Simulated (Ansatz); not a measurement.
# GaP: the cost of one run

Method: DFT PBE, scalar-relativistic, plane waves, PAW, in Ansatz 0.2.0.

2 further runs of the same task are left out: 2 set aside as unsound or not needed.

## (1) The starting structure

Symmetry: F-43m, No. 216, cubic system. Conventional cell: a = 5.505 Å, b = 5.505 Å, c = 5.505 Å, α = 90.00°, β = 90.00°, γ = 90.00°. Around Ga (site symmetry -43m) lie 4 P at 2.38 Å. Around P (site symmetry -43m) lie 4 Ga at 2.38 Å.

As a file:

```cif
data_structure
_symmetry_space_group_name_H-M 'P 1'
_symmetry_Int_Tables_number 1
_cell_length_a 3.8927
_cell_length_b 3.8927
_cell_length_c 3.8927
_cell_angle_alpha 60.000
_cell_angle_beta 60.000
_cell_angle_gamma 60.000
_cell_volume 41.71
loop_
_atom_site_label
_atom_site_type_symbol
_atom_site_fract_x
_atom_site_fract_y
_atom_site_fract_z
_atom_site_occupancy
Ga1 Ga 0.00000 0.00000 0.00000 1
P1 P 0.25000 0.25000 0.25000 1
```

It goes back to an entry of the Materials Project.

It is the result of an earlier relaxation at this level (volume 20.85 Å³/atom; gap on the mesh: 1.58 eV).

The host's static dielectric tensor, from an earlier linear-response run, has a mean of 12.85.

## (2) Reference: the perfect crystal in the supercell

input.yaml

```yaml
crystal:
  lattice:
    - [5.5051169748, 5.5051169748, -5.5051169748]
    - [-5.5051169748, -5.5051169748, -5.5051169748]
    - [-5.5051169748, 5.5051169748, 5.5051169748]
  atoms:
    - { symbol: Ga, position: [0.25, 0.5, 0.25] }
    - { symbol: Ga, position: [0.5, 0.25, 0.25] }
    - { symbol: Ga, position: [0.75, 0.0, 0.25] }
    - { symbol: Ga, position: [0.75, 0.5, 0.75] }
    - { symbol: Ga, position: [0.0, 0.5, 0.5] }
    - { symbol: Ga, position: [0.25, 0.25, 0.5] }
    - { symbol: Ga, position: [0.5, 0.0, 0.5] }
    - { symbol: Ga, position: [0.75, 0.75, 0.5] }
    - { symbol: Ga, position: [1.0, 0.75, 0.25] }
    - { symbol: Ga, position: [0.5, 0.5, 0.0] }
    - { symbol: Ga, position: [0.75, 0.25, 0.0] }
    - { symbol: Ga, position: [0.0, 0.25, 0.75] }
    - { symbol: Ga, position: [0.25, 1.0, 0.75] }
    - { symbol: Ga, position: [0.5, 0.75, 0.75] }
    - { symbol: Ga, position: [0.0, 0.0, 0.0] }
    - { symbol: Ga, position: [0.25, 0.75, 0.0] }
    - { symbol: P, position: [0.25, 0.5, 0.0] }
    - { symbol: P, position: [0.5, 0.25, 0.0] }
    - { symbol: P, position: [0.75, 0.0, 0.0] }
    - { symbol: P, position: [0.75, 0.5, 0.5] }
    - { symbol: P, position: [0.0, 0.5, 0.25] }
    - { symbol: P, position: [0.25, 0.25, 0.25] }
    - { symbol: P, position: [0.5, 0.0, 0.25] }
    - { symbol: P, position: [0.75, 0.75, 0.25] }
    - { symbol: P, position: [0.0, 0.75, 0.0] }
    - { symbol: P, position: [0.5, 0.5, 0.75] }
    - { symbol: P, position: [0.75, 0.25, 0.75] }
    - { symbol: P, position: [0.0, 0.25, 0.5] }
    - { symbol: P, position: [0.25, 0.0, 0.5] }
    - { symbol: P, position: [0.5, 0.75, 0.5] }
    - { symbol: P, position: [0.0, 0.0, 0.75] }
    - { symbol: P, position: [0.25, 0.75, 0.75] }
basis:
  ecutwfc: 420
  xc_grid: 2
kpoints:
  mp_grid: { grid: [1, 1, 1], shift: [0.0, 0.0, 0.0] }
hamiltonian:
  xc: pbe
scf:
  occupations: { method: gaussian, width: 0.01 }
output:
  forces: true
  stress: true
  eigenvalues: true
```

Command:

```console
> ansatz run input.yaml --threads 4 --pin off --max-ram 8192MiB --backend cpu --events-out ev --progress --plain --runs-dir out
```

What time and memory should one allow on 4 threads of Arm Neoverse V2, shared host?

About 2.3 s, with a peak of 0.7 GiB.
